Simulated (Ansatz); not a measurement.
## Ag: what a missing neighbour costs

These are results of DFT PBE, scalar-relativistic, plane waves, PAW (Ansatz), not measurements.

Cutoff 420 eV, Γ-centred meshes of like density (1×1×18 for the 15-atom cell), Gaussian smearing of 0.05 eV, energies at zero smearing and 0 K, each start's symmetry kept, no spin polarisation.

Bulk Ag (Fm-3m) has 12 nearest neighbours at 2.93 Å and a cohesive energy of 2.53 eV against the spin-polarised free atom. These structures stand in vacuum and were relaxed; neighbours count within 1.1 bulk bonds.

```csv
start,atoms × neighbours,mean bond (Å),energy over bulk (eV/atom)
"[110] wire, 16 host atoms a period","2×6, 4×7, 4×9, 2×10, 4×12",2.89,0.36
"[110] wire, 15 host atoms a period","1×6, 4×7, 6×9, 4×12",2.89,0.36
```

Q: Compare two estimates without free parameters: bonds of fixed strength, and a band energy that grows as the square root of coordination.

A: With fixed bonds an atom with z neighbours loses E_coh(1 − z/12); in the second-moment picture the band narrows as √z and it loses E_coh(1 − √(z/12)). Averaged over the atoms, in eV:
```json
{"start": "[110] wire, 16 host atoms a period", "fixed bonds": "0.63", "square root": "0.35", "computed": "0.36"}
{"start": "[110] wire, 15 host atoms a period", "fixed bonds": "0.62", "square root": "0.34", "computed": "0.36"}
```

The rms misses are 0.27 and 0.01 eV. Fixed bonds overshoot every row: the bonds that remain grow stronger when neighbours are missing, which the square root overdoes here, though it misses by less. What is left over reflects bond lengths, electronic shells, hybridisation and moments, which neither estimate holds.

Each run keeps its start's symmetry and one magnetic start, so lower states can exist.

Cost: 2 runs of about 42 core-minutes in all, on Intel Xeon Platinum 8488C (Sapphire Rapids) (shared hosts).